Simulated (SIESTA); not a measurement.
Y under changes of volume

One of the cells (34.704 Å³/atom); the others are scaled copies at fixed shape and fractional positions:

```
Y
1.0
     3.66667    0.00000    0.00000
    -1.83333    3.17543    0.00000
     0.00000    0.00000   11.92257
Y
4
Direct
  0.66667 0.33333 0.75000
  0.00000 0.00000 0.50000
  0.33333 0.66667 0.25000
  0.00000 0.00000 0.00000
```

```yaml
Program: SIESTA 5.4.2
Functional: PBEsol
Potentials_or_basis: PseudoDojo 0.4 standard (PBEsol files)
Basis: DZP (energy shift 0.003 Ry; two zetas on semicore shells)
Grid_cutoff: 800 Ry
Energy_shift: 0.003 Ry
k_mesh: 8 × 8 × 3
Occupations: fermi-dirac, width 0.05 eV
Spin: no spin polarisation
```

| volume (Å³/atom) | energy over the lowest point (meV/atom) | pressure (GPa) |
| --- | --- | --- |
| 31.982 | 0.00 | -1.3 |
| 32.663 | 7.37 | -2.1 |
| 33.343 | 17.89 | -2.8 |
| 34.704 | 47.34 | -4.0 |
| 35.385 | 65.81 | -4.6 |
| 36.065 | ? | ? |

Q: What does the run at 36.065 Å³/atom give?

A: Energy over the lowest point 86.52 meV/atom; pressure -5.1 GPa.

Worked out: A Birch-Murnaghan fit of order 3 (a polynomial in V^(-2/3)) to the other rows has no minimum within the range. It gives 86.45 meV/atom at 36.065 Å³/atom, against the run's 86.52, and -dE/dV = -5.1 GPa, against -5.1.

Energies are extrapolated to zero smearing.

Caveats: the basis of atomic orbitals isn't converged, which shifts pressures, moduli and gaps.
